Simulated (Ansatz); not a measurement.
`CC(=O)[SeH]` + H₂O → acetic acid + H₂Se  (formal hydrolysis of a C–Se bond)

Calculated with Ansatz (gas phase, PBE0-D4/def2-TZVP geometries, no zero-point term in ΔE). CBS: MP2 limit from def2 TZ/QZ plus the TZ coupled-cluster correction, frozen cores. This one scheme is used for every species. DFT in def2-TZVPP. B3LYP here is the variant with VWN-RPA as its local correlation; programs differ in this. HSE06 is defined as in plane-wave codes. For Se outer-core shells are correlated without core-valence functions, which leaves a few kJ/mol of doubt a bond. Scalar relativity is left out up to krypton. One conformer a species, not always the lowest.

`CC(=O)[SeH]`:

```xyz
8

C     0.395   -0.750   -0.175
C     0.099    0.399    0.743
O     0.542    0.526    1.843
Se   -1.106    1.772    0.054
H     1.072   -1.441    0.327
H    -0.531   -1.261   -0.442
H     0.852   -0.383   -1.096
H    -1.323    1.137   -1.253
```

H₂O:

Cartesian coordinates in Å:
```
O 0.028 -0.139 0.363
H -0.626 0.475 0.021
H 0.598 -0.336 -0.384
```

`CC(=O)O`:

Cartesian coordinates in Å:
```
C -0.066 0.696 -0.659
C 0.051 -0.168 0.556
O 0.147 0.217 1.689
O 0.038 -1.476 0.238
H 0.759 0.486 -1.342
H -0.993 0.465 -1.188
H -0.053 1.742 -0.365
H 0.117 -1.962 1.071
```

H₂Se:

```xyz
3

Se    0.442   -0.484   -0.198
H    -0.481    0.414   -0.901
H     0.039    0.070    1.099
```

| level | ΔE (kJ/mol) | difference from CCSD(T)/CBS |
| --- | --- | --- |
| LDA (SPW92) | -45.4 | -14.3 |
| PBE-D4 | -30.6 | 0.5 |
| revPBE-D4 | -25.4 | 5.7 |
| BLYP-D4 | -26.8 | 4.3 |
| r2SCAN-D4 | -37.3 | -6.2 |
| B97M-V | -43.1 | -12.0 |
| PBE0-D4 | -39.3 | -8.2 |
| B3LYP-D4 | -35.7 | -4.6 |
| r2SCANh-D4 | -39.8 | -8.7 |
| HSE06-D4 | -38.9 | -7.8 |
| CAM-B3LYP-D4 | -48.7 | -17.6 |
| ωB97X-V | -48.7 | -17.6 |
| ωB97M-V | -45.3 | -14.2 |
| B2PLYP | -38.9 | -7.8 |
| PBE-QIDH | -42.2 | -11.1 |
| PBE | -34.5 | -3.4 |
| revPBE | -32.3 | -1.2 |
| BLYP | -35.0 | -3.9 |
| r2SCAN | -38.2 | -7.1 |
| PBE0 | -42.7 | -11.6 |
| B3LYP | -42.2 | -11.1 |
| r2SCANh | -40.8 | -9.7 |
| BHLYP | -52.4 | -21.3 |
| CAM-B3LYP | -52.4 | -21.3 |
| LC-ωPBE | -53.7 | -22.6 |
| RPA@PBE/def2-TZVPP | -36.9 | -5.8 |
| HF/def2-SVP | -90.3 | -59.2 |
| MP2/def2-SVP | -66.0 | -34.9 |
| CCSD/def2-SVP | -73.9 | -42.8 |
| CCSD(T)/def2-SVP | -70.7 | -39.6 |
| HF/def2-TZVPP | -66.0 | -34.9 |
| MP2/def2-TZVPP | -29.8 | 1.3 |
| SCS-MP2/def2-TZVPP | -34.6 | -3.5 |
| CCSD/def2-TZVPP | -42.1 | -11.0 |
| CCSD(T)/def2-TZVPP | -37.2 | -6.1 |
| MP2/def2-QZVPP | -26.0 | 5.1 |
| SCS-MP2/def2-QZVPP | -31.0 | 0.1 |
| HF/CBS(def2) | -64.8 | -33.7 |
| MP2/CBS(def2) | -23.8 | 7.3 |
| CCSD/CBS(def2) | -36.0 | -4.9 |
| CCSD(T)/CBS | -31.1 | 0 |

Largest T1 diagnostic among the species: 0.015.

From PBE to PBE0 (25 % exact exchange), in def2-TZVPP and without D4, ΔE moves by −8.2 kJ/mol. At CCSD(T), def2-SVP lies −39.6 kJ/mol from the extrapolated value and def2-TZVPP −6.1 kJ/mol. In def2-TZVPP, CCSD(T) changes the Hartree–Fock value by +28.9 kJ/mol (the triples alone add +4.9 kJ/mol) and MP2 by +36.2 kJ/mol.

CCSD(T)/CBS has its own doubt, a few kJ/mol and more with outer-core shells, so smaller differences from it don't rank the levels.
